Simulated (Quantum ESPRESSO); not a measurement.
Hf in Quantum ESPRESSO: the effect of functional

Crystal: Hf.

```xyz
1
Lattice="2.9138 0.0000 0.0000 0.0000 2.9138 0.0000 0.0000 0.0000 2.9138" Properties=species:S:1:pos:R:3 pbc="T T T"
Hf    1.4569    1.4569    1.4569
```

The cell was built by a generator and needn't be a form met in nature.

Alike in all runs:

| Property | Result |
| --- | --- |
| Program | Quantum ESPRESSO 7.5 |
| Task | phonons |
| Cutoff | 612 eV |
| Density cutoff | 4898 eV |
| k mesh | 9 × 9 × 9 |
| Occupations | cold, width 0.2 eV |
| Spin | no spin polarisation |

Each run relaxes the cell or the atoms first.

```csv
functional,potentials or basis,relaxed volume (Å³/atom),highest phonon frequency (cm⁻¹)
LDA,GBRV 1.5 LDA,22.56,116
PBEsol,GBRV 1.5 PBEsol,23.53,111
RPBE,GBRV 1.5 PBE,25.52,89
revPBE,GBRV 1.5 PBE,?,?
BLYP,GBRV 1.5 PBE,25.78,52
vdW-DF-cx,GBRV 1.5 PBE,23.29,106
```

Q: What does the run with functional revPBE give?

A: Relaxed volume 25.31 Å³/atom; highest phonon frequency 91 cm⁻¹.

Caveats: the mesh is thin for the phonons of a metal; some modes are imaginary; the q point doesn't lie on the k mesh, which can shift a metal's frequencies strongly unless the mesh is converged; the potentials were made for another functional, which shifts forces and pressure (some runs).

Runs at the PBE level aren't shown here.
